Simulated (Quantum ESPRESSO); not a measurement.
GaP:

```
Ga P
1.0
     0.00000    2.72525    2.72525
     2.72525    0.00000    2.72525
     2.72525    2.72525    0.00000
Ga P
1 1
Direct
  0.00000 0.00000 0.00000
  0.75000 0.75000 0.75000
```

```yaml
Program: Quantum ESPRESSO 7.5
Task: phonons
Functional: PBE
Potentials_or_basis: SG15 PBE 1.2
Cutoff: 952 eV
Density_cutoff: 3810 eV
k_mesh: 6 × 6 × 6, shifted
Occupations: fermi-dirac, width 0.05 eV
Spin: no spin polarisation
Mixing_beta: 0.5
Most_SCF_iterations: 120
SCF_threshold: 4e-10 Ry
```

The first run showed a gap, so the response started from a second, tighter run with fixed occupations.

Question: Where do the zone-centre optical modes lie?

Answer: T2 at 352 cm⁻¹ (IR and Raman). Polar modes are given without the macroscopic field (transverse values).

Optical modes at Γ, degenerate ones joined, polar ones without the macroscopic field:
| cm⁻¹ | components | symmetry | active in | IR intensity, summed ((D/Å)²/amu) |
| --- | --- | --- | --- | --- |
| 352 | 3 | T2 | IR and Raman | 15.38 |

Zone-centre frequencies without and with the macroscopic field along z (cm⁻¹):
|  | optical modes in rising order |
| --- | --- |
| without | 352 352 352 |
| with the field | 352 352 386 |

Born effective charge tensors (e):
atom 1, Ga
```
2.18 0.00 0.00
0.00 2.18 0.00
0.00 0.00 2.18
```
atom 2, P
```
-2.19  0.00  0.00
 0.00 -2.19  0.00
 0.00  0.00 -2.19
```

Electronic dielectric tensor:
```
10.68  0.00  0.00
 0.00 10.68  0.00
 0.00  0.00 10.68
```

Static dielectric tensor, electrons and zone-centre modes:
```
12.81  0.00  0.00
 0.00 12.81  0.00
 0.00  0.00 12.81
```

Caveat: before the sum rule the acoustic modes lie tens of cm⁻¹ from zero, a sign that the density grid also shifts the optical modes.
